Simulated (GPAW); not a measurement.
Write an ASE script for GPAW 26.7.0 that does the following.

```yaml
Task: relaxation of cell and atoms
Functional: PBEsol
Potentials_or_basis: PAW data sets generated in the run's folder for this functional
Cutoff: 600 eV
Basis: pw
k_mesh: 9 × 9 × 9
Occupations: fermi-dirac, width 0.05 eV
Spin: no spin polarisation
Target_pressure: 10 GPa
Maxiter: 150
Optimizer: BFGS
Fmax: 0.02 eV/Å
Max_steps: 60
Target_pressure: 10 GPa
Convergence: density=1e-05 forces=0.0001
```

Crystal: Sn.

```
Sn
1.0
    -2.02919    2.02919    1.66076
     2.02919   -2.02919    1.66076
     2.02919    2.02919   -1.66076
Sn
1
Direct
  0.00000 0.00000 0.00000
```

This isn't the form of Sn at room conditions, which is tetragonal (white tin).

The input as run:

run.py

```python
from ase import Atoms
from ase.filters import FrechetCellFilter
from ase.io import write
from ase.optimize import BFGS
from ase.units import GPa
from gpaw import GPAW, PW, setup_paths

setup_paths.insert(0, '.')

atoms = Atoms(['Sn'],
              cell=[[-2.029189411, 2.029189411, 1.6607599896],
                    [2.029189411, -2.029189411, 1.6607599896],
                    [2.029189411, 2.029189411, -1.6607599896]],
              scaled_positions=[[0.0, 0.0, 0.0]],
              pbc=True)

calc = GPAW(mode=PW(600),
            xc='PBEsol',
            kpts={'size': (9, 9, 9), 'gamma': True},
            occupations={'name': 'fermi-dirac', 'width': 0.05},
            nbands=14,
            convergence={'density': 1e-05, 'forces': 0.0001},
            maxiter=150,
            txt='gpaw.txt')
atoms.calc = calc
opt = BFGS(FrechetCellFilter(atoms, scalar_pressure=10 * GPa), trajectory='relax.traj', logfile='-')
done = opt.run(fmax=0.02, steps=60)
calc.write('gs.gpw')
write('result.traj', atoms)
print('Converged:', done)
print('Cell:', atoms.cell.cellpar().round(4))
print('Volume:', round(atoms.get_volume(), 4))
print(atoms.get_scaled_positions().round(5))
```

Potentials or basis: PAW data sets generated in the run's folder for this functional, pw.

Command:

```bash
$ gpaw-setup -f PBEsol Sn
$ OMP_NUM_THREADS=1 python run.py
```

It gave:

| Item | Value |
| --- | --- |
| Relaxed volume | 22.88 Å³/atom |
| Relaxed cell | a = 3.105 Å, b = 3.105 Å, c = 3.105 Å, α = 106.83°, β = 106.83°, γ = 114.90° |
| Space group after relaxing (to 0.05 Å) | I4/mmm (No. 139) |
| Energy change on relaxing (the enthalpy is what falls) | +67.2 meV/atom |
| Ionic steps | 9 |
| Pressure after relaxing | 10.0 GPa |
| Band gap on the k mesh | none (metal or under the smearing width) |

Caveat: later steps reuse the first step's grids; the volume moved by over 15 % at a fixed basis, so the end points are rough.

It took 100 s on 1 thread of Arm Neoverse V2 (shared host), peak memory 0.25 GiB.
